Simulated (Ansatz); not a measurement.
Consider SrF2 in the fluorite structure (space group Fm-3m, No. 225; a = 5.857 Å). Axes: x, y, z lie along the cube axes.

Level of theory: PBE in Ansatz (plane waves to 420 eV, PAW, no SOC).

Before the change:

```
Item                   Value
-------------------  -------
Band gap             6.78 eV
Smallest direct gap  6.89 eV
```

One thing is altered: a free-standing slab of 4 layers (12 atoms, 3 a layer) is cut normal to [111], with 15 Å of vacuum and the in-plane cell held at bulk.

**Question.** Predict the new band gap.

**Answer.** The band gap falls by 0.45 eV (6.78 eV → 6.33 eV).

**Question.** What does the calculation give for the smallest direct gap after the change?

**Answer.** The smallest direct gap decreases by 0.46 eV to 6.43 eV.

**Question.** What does the calculation give for the excess energy per area of both faces after the change?

**Answer.** The excess energy per area of both faces (slab less bulk energy over the cell's area: twice a surface energy) is 0.68 J/m².

**Question.** Predict the new change of the spacing d12 from its bulk value of 0.845 Å.

**Answer.** The change of the spacing d12 from its bulk value of 0.845 Å is -2.9 %.

Slab and bulk use different k-meshes, which limits the precision of the excess energy. No phonon test of stability was made.

Ansatz is an electronic-structure program.
